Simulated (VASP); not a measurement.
# Al (I4/mmm) in VASP: single point with PBE

Aim: the single point of Al with PBE.

Everything below comes from runs of VASP 6.6.1. Logs are shortened: lines on timing, memory, paths and dates and some standing lists are left out, and cuts for length are marked.

### 1 Starting point

Symmetry: I4/mmm, No. 139, tetragonal system. The conventional cell has a = 2.835 Å, b = 2.835 Å, c = 4.131 Å, α = 90.00°, β = 90.00°, γ = 90.00°. Al (site symmetry 4/mmm) is surrounded by 12 Al at 2.84 to 2.88 Å.

### 2 Single point, PBE

INCAR reads:

```
SYSTEM = Al
PREC = Accurate
ENCUT = 520
EDIFF = 1E-6
ISMEAR = 0
SIGMA = 0.05
LREAL = .False.
LASPH = .True.
NELM = 100
ALGO = Normal
ISIF = 2
LWAVE = .False.
LCHARG = .True.
GGA = PE
LELF = .True.
LVHAR = .True.
NBANDS = 8
```

KPOINTS reads:

```
regular mesh
0
Gamma
  21 21 21
  0 0 0
```

POSCAR reads:

```
Al
1.0
    0.0000000000      2.0048556958      2.0653011000
    2.0048556958      0.0000000000      2.0653011000
    2.0048556958      2.0048556958      0.0000000000
Al
1
Direct
    0.0000000000      0.0000000000      0.0000000000
```

Potentials or basis: VASP PAW PBE potentials, release 64 (Al).

The run is started by

```sh
> cat potpaw_PBE.64/Al/POTCAR > POTCAR
> mpirun -np 1 vasp_std > vasp.out
```

OUTCAR:

```text
SYSTEM = Al
   PREC = Accurate
   ENCUT = 520
   EDIFF = 1E-6
   ISMEAR = 0
   LREAL = .False.
   LASPH = .True.
   NELM = 100
   ISIF = 2
   GGA = PE

 ion  position               nearest neighbor table
   1  0.000  0.000  0.000-

  LATTYP: Found a body centered tetragonal cell.
 ALAT       =     2.8352941156
 C/A-ratio  =     1.4568513994

  Lattice vectors:

 A1 = (  -2.0048556958,   0.0000000000,   2.0653011000)
 A2 = (   2.0048556958,   0.0000000000,   2.0653011000)
 A3 = (   0.0000000000,   2.0048556958,  -2.0653011000)

Analysis of symmetry for initial positions (statically):
=====================================================================
 Subroutine PRICEL returns:
 Original cell was already a primitive cell.

 Routine SETGRP: Setting up the symmetry group for a
 body centered tetragonal supercell.

 Subroutine GETGRP returns: Found 16 space group operations
 (whereof 16 operations were pure point group operations)
 out of a pool of 16 trial point group operations.

The static configuration has the point symmetry D_4h.

Analysis of symmetry for dynamics (positions and initial velocities):
=====================================================================
 Subroutine PRICEL returns:
 Original cell was already a primitive cell.

 Routine SETGRP: Setting up the symmetry group for a
 body centered tetragonal supercell.

 Subroutine GETGRP returns: Found 16 space group operations
 (whereof 16 operations were pure point group operations)
 out of a pool of 16 trial point group operations.

The dynamic configuration has the point symmetry D_4h.

 Subroutine INISYM returns: Found 16 space group operations
 (whereof 16 operations are pure point group operations),
 and found     1 'primitive' translations

----------------------------------------------------------------------------------------

                                     Primitive cell

  volume of cell :      16.6027

  direct lattice vectors                    reciprocal lattice vectors
     0.000000000  2.004855696  2.065301100    -0.249394508  0.249394508  0.242095450
     2.004855696  0.000000000  2.065301100     0.249394508 -0.249394508  0.242095450
     2.004855696  2.004855696  0.000000000     0.249394508  0.249394508 -0.242095450

  length of vectors
     2.878352827  2.878352827  2.835294116     0.427791361  0.427791361  0.427791361

  position of ions in fractional coordinates (direct lattice)
     0.000000000  0.000000000  0.000000000

  ion indices of the primitive-cell ions
[... 78 lines left out ...]
   IBRION =     -1    ionic relax: 0-MD 1-quasi-New 2-CG
   NFREE  =      0    steps in history (QN), initial steepest desc. (CG)
   ISIF   =      2    stress and relaxation
   ISYM   =      2    0-nonsym 1-usesym 2-fastsym
   POTIM  = 0.5000    time-step for ionic-motion
   TEBEG  =    0.0;   TEEND  =   0.0 temperature during run
   PSTRESS=    0.0 pullay stress
   NELECT =       3.0000    total number of electrons
   NUPDOWN=      -1.0000    fix difference up-down
   EMIN   =  10.00;   EMAX   =-10.00  energy-range for DOS
   EFERMI =   0.00;   METHOD = LEGACY
   ISMEAR =     0;   SIGMA  =   0.05  broadening in eV -4-tet -1-fermi 0-gaus
   EFERMI_NEDOS =   21; number of points for ismear=-14 and -15
   IALGO  =     38    algorithm
   IMIX   =      4    mixing-type and parameters
     AMIX     =   0.40;   BMIX     =  1.00
     AMIX_MAG =   1.60;   BMIX_MAG =  1.00
  volume/ion in A,a.u.               =      16.60       112.04
  Fermi-wavevector in a.u.,A,eV,Ry     =   0.925526  1.748991 11.654733  0.856599
  Thomas-Fermi vector in A             =   2.051390
   LORBIT       =      0    0 simple, 1 ext, 2 COOP (PROOUT), +10 PAW based schemes
   GGA     = PE    functional components
   LHFCALC =     F    Hartree Fock is set to
   AEXX    =    0.0000 exact exchange contribution
   IVDW    =     0    specifies the selected vdW correction
   LEPSILON=     F    determine dielectric tensor
   LRPA    =     F    only Hartree local field effects (RPA)
 non-spin polarized calculation
 Gauss-broadening in eV      SIGMA  =   0.05
  energy-cutoff  :      520.00
  volume of cell :       16.60
 maximum number of plane-waves:       460
 NGX is ok and might be reduce to    24
   NGX = 11   NGY = 11   NGZ = 11

 number of electron       3.0000000 magnetization

 Free energy of the ion-electron system (eV)
  ---------------------------------------------------
  ext. energy  EPLUGINS =         0.00000000
  ---------------------------------------------------
  free energy    TOTEN  =        -3.74594445 eV

  energy without entropy =       -3.74553586  energy(sigma->0) =       -3.74574016

 E-fermi :   7.9592     XC(G=0): -10.1740

 val. band max:        7.9549472948   @ k =  -0.3333   0.3333   0.0000
 cond. band min:       7.9767296990   @ k =  -0.3333  -0.0000   0.0476
 fundamental gap:      0.0217824042
 Fermi energy:         7.9592378001

 k-point     1 :       0.0000    0.0000    0.0000
  band No.  band energies     occupation
      1      -3.1559      2.00000
      2      20.3142      0.00000
      3      20.6402      0.00000
      4      20.6402      0.00000
      5      21.9418      0.00000
      6      21.9418      0.00000
      7      22.0286      0.00000
      8      24.3702      0.00000
[... 243 lines left out ...]
 k-point    24 :      -0.3810    0.0476    0.0000
  band No.  band energies     occupation
      1       1.1263      2.00000
      2       6.4070      2.00000
      3      16.9474      0.00000
      4      19.8313      0.00000
      5      20.0923      0.00000
      6      20.7306      0.00000
      7      23.0439      0.00000
      8      24.5128      0.00000

 [... further k-points ...]

------------------------ aborting loop because EDIFF is reached ----------------------------------------

  FORCE on cell =-STRESS in cart. coord.  units (eV):
  Direction    XX          YY          ZZ          XY          YZ          ZX
  --------------------------------------------------------------------------------------
  -------------------------------------------------------------------------------------
  Total        0.0346112      0.0346112     -0.2217079      0.0000000      0.0000000     -0.0000000
  in kB        3.3400108      3.3400108    -21.3949898      0.0000000      0.0000000     -0.0000000
  external PRESSURE =      -4.9049894 kB  Pullay stress =       0.0000000 kB

 VOLUME and BASIS-vectors are now :
 -----------------------------------------------------------------------------
  energy-cutoff  :      520.00
  volume of cell :       16.60
      direct lattice vectors                 reciprocal lattice vectors
     0.000000000  2.004855696  2.065301100    -0.249394508  0.249394508  0.242095450
     2.004855696  0.000000000  2.065301100     0.249394508 -0.249394508  0.242095450
     2.004855696  2.004855696  0.000000000     0.249394508  0.249394508 -0.242095450

 POSITION                                       TOTAL-FORCE (eV/Angst)
 -----------------------------------------------------------------------------------
      0.00000      0.00000      0.00000        -0.000000      0.000000      0.000000
 -----------------------------------------------------------------------------------
    total drift:                               -0.000000      0.000000     -0.000000

  FREE ENERGIE OF THE ION-ELECTRON SYSTEM (eV)
  ---------------------------------------------------
  free  energy   TOTEN  =        -3.7459444471 eV

  energy  without entropy=       -3.7455358645  energy(sigma->0) =       -3.74574016
```

stdout:

```text
POSCAR found type information on POSCAR Al
 POSCAR found :  1 types and       1 ions
 scaLAPACK will be used
 LDA part: xc-table for (Slater+PW92), standard interpolation
 POSCAR, INCAR and KPOINTS ok, starting setup
 FFT: planning ... GRIDC
 FFT: planning ... GRID_SOFT
 FFT: planning ... GRID
 WAVECAR not read
 entering main loop
```

Wall time 24 s (1 thread of Intel Xeon 6975P-C (Granite Rapids), shared host); peak memory 0.19 GiB.

Results:

* Free energy: -3.7459 eV
* Pressure: -0.5 GPa
* Band gap on the k mesh: none (metal or under the smearing width)

Levels at points of the mesh, in eV from the Fermi level:
```csv
k point,band 1,band 2,band 3,band 4,band 5
"(0.00, 0.00, 0.00)",-11.12,12.35,12.68,12.68,13.98
```
